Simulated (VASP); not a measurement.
Output of a VASP run:

**OSZICAR**
```
       N       E                     dE             d eps       ncg     rms          rms(c)
DAV:   1     0.545656895869E+03    0.54566E+03   -0.16844E+04 36578   0.148E+03
DAV:   2     0.449992814073E+02   -0.50066E+03   -0.42711E+03 23232   0.458E+02
DAV:   3    -0.410919796598E+02   -0.86091E+02   -0.84122E+02 25040   0.967E+01
DAV:   4    -0.437359981421E+02   -0.26440E+01   -0.26377E+01 25672   0.169E+01
DAV:   5    -0.437520708423E+02   -0.16073E-01   -0.16071E-01 25496   0.134E+00    0.144E+01
DAV:   6    -0.384737082771E+02    0.52784E+01   -0.97323E-01 35622   0.286E+01    0.418E+00
DAV:   7    -0.385134509272E+02   -0.39743E-01   -0.11550E+00 25152   0.299E+00    0.293E+00
DAV:   8    -0.384930185165E+02    0.20432E-01   -0.91480E-02 27816   0.166E+00    0.103E+00
DAV:   9    -0.384774658103E+02    0.15553E-01   -0.10201E-02 28803   0.114E+00    0.155E-01
DAV:  10    -0.384781972676E+02   -0.73146E-03   -0.31596E-03 25116   0.169E-01    0.859E-02
DAV:  11    -0.384781774238E+02    0.19844E-04   -0.78212E-05 26000   0.496E-02    0.308E-02
DAV:  12    -0.384781735897E+02    0.38341E-05   -0.11448E-05 26873   0.172E-02    0.646E-03
DAV:  13    -0.384781740755E+02   -0.48580E-06   -0.11687E-06 28440   0.564E-03    0.305E-03
DAV:  14    -0.384781742116E+02   -0.13608E-06   -0.27564E-07 28636   0.231E-03    0.836E-04
DAV:  15    -0.384781741768E+02    0.34795E-07   -0.33070E-08 19726   0.551E-04
   1 F= -.38478174E+02 E0= -.38478174E+02  d E =-.116818E-42
 imaginary and real dielectric function
```

File OUTCAR:
```
------------------------ aborting loop because EDIFF is reached ----------------------------------------
  FORCE on cell =-STRESS in cart. coord.  units (eV):
  Direction    XX          YY          ZZ          XY          YZ          ZX
  --------------------------------------------------------------------------------------
  Total       -0.0536592     -0.0536592     -0.0981827      0.0000000      0.0000000      0.0000000
  in kB       -1.4682815     -1.4682815     -2.6865850      0.0000000      0.0000000      0.0000000
  external PRESSURE =      -1.8743827 kB  Pullay stress =       0.0000000 kB
  volume of cell :       58.55
      direct lattice vectors                 reciprocal lattice vectors
     4.486094507  0.000000000  0.000000000     0.222911042  0.000000000  0.000000000
     0.000000000  4.486094507  0.000000000     0.000000000  0.222911042  0.000000000
     0.000000000  0.000000000  2.909432733     0.000000000  0.000000000  0.343709613
 POSITION                                       TOTAL-FORCE (eV/Angst)
 -----------------------------------------------------------------------------------
      0.00000      0.00000      0.00000         0.000000      0.000000     -0.000000
      2.24305      2.24305      1.45472         0.000000      0.000000     -0.000000
      1.37683      1.37683      0.00000         0.013471      0.013471      0.000000
      3.61988      0.86621      1.45472         0.013471     -0.013471     -0.000000
      0.86621      3.61988      1.45472        -0.013471      0.013471     -0.000000
      3.10926      3.10926      0.00000        -0.013471     -0.013471     -0.000000
 -----------------------------------------------------------------------------------
    total drift:                                0.000000      0.000000      0.000000
  FREE ENERGIE OF THE ION-ELECTRON SYSTEM (eV)
  ---------------------------------------------------
  free  energy   TOTEN  =       -38.4781741768 eV

  energy  without entropy=      -38.4781741768  energy(sigma->0) =      -38.47817418

 plasma frequency squared (from intraband transitions) (eV^2)
  --------------------------------------------------------------------------------------
       0.000       0.000       0.000
       0.000       0.000       0.000
       0.000       0.000       0.000

 plasma frequency squared (from interband transitions, int dw w eps(2)(w)) (eV^2)
  --------------------------------------------------------------------------------------
     679.073       0.000      -0.000       0.000       0.000       0.000
      -0.000      -0.000     679.073       0.000       0.000       0.000
       0.000       0.000       0.000       0.000     681.531       0.000
```
(Selected blocks of OUTCAR.)

File POSCAR:
```
GeO2
1
    4.4860945074    -0.0000000000     0.0000000000
   -0.0000000000     4.4860945074     0.0000000000
    0.0000000000     0.0000000000     2.9094327328
Ge O
2 4
Direct
  0.0000000000   1.0000000000   0.0000000000
  0.5000000000   0.5000000000   0.5000000000
  0.3069117064   0.3069117064   1.0000000000
  0.8069117064   0.1930882936   0.5000000000
  0.1930882936   0.8069117064   0.5000000000
  0.6930882936   0.6930882936   0.0000000000
```

Task: Write an INCAR and KPOINTS that could have produced this output.

Result: Several could match; the one computed here: the input of the run itself, PBE GGA, plane waves, VASP's PBE PAW potentials (set 64).

### KPOINTS
```
Regular mesh
0
Gamma
9 9 14
```

### INCAR
```
! general
SYSTEM  = GeO2
PREC    = Accurate
ENCUT   = 520
LREAL   = .FALSE.
LASPH   = .TRUE.
NBANDS  = 93

! electronic loop
EDIFF   = 1E-7
NELM    = 100
ALGO    = Normal
LMAXMIX = 4

! smearing
ISMEAR  = 0
SIGMA   = 0.01

! functional
GGA     = PE

! output
LWAVE   = .FALSE.
LCHARG  = .FALSE.
NEDOS   = 1001

! other
LOPTICS = .TRUE.
CSHIFT  = 0.1
```

POTCAR, in this order: Ge_d O (PBE.64 set). Program: vasp_std.

The dielectric response may not be converged in the k-mesh; for small gaps it tends to come out too large.

The compound is GeO2 in the rutile structure. It was relaxed first, which changed the volume by +6 %.
